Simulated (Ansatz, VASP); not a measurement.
## ZrC: VASP beside Ansatz

```
CELL_PARAMETERS angstrom
0.00000 2.23950 2.48318
2.23950 0.00000 2.48318
2.23950 2.23950 0.00000
ATOMIC_POSITIONS crystal
Zr 0.49837 0.50163 0.50163
C 0.01235 0.98765 0.98765
```

Change from the starting cell: mode 4 frozen in at -0.057 Å, strain +e along z and -e/2 along x and y +0.0700.

Alike in both runs: task single point; functional LDA; k mesh 16 × 16 × 16; occupations gaussian, width 0.15 eV; no spin polarisation.

|  | VASP | Ansatz |
| --- | --- | --- |
| version | VASP 6.6.1 | Ansatz 0.2.0 |
| potentials or method | VASP PAW LDA potentials, release 64 (Zr_sv, C) | scalar-relativistic, plane waves, PAW |
| plane-wave cutoff (eV) | 520 | 520 |
| valence electrons in the cell | 16 | 16 |

|  | VASP | Ansatz | Ansatz less VASP |
| --- | --- | --- | --- |
| gap on the k mesh at the Fermi level (eV) | none | none | - |
| pressure (GPa) | 6.8 | 6.2 | -0.63 |
| largest component of the traceless stress (GPa) | 26.77 | 26.50 | -0.263 |
| rms of the force components (eV/Å) | 0.433 | 0.429 | -0.0040 |

Atom by atom the forces differ by 0.004 eV/Å (rms over components). A gap of «none» marks a metal or a gap that the smearing closes.
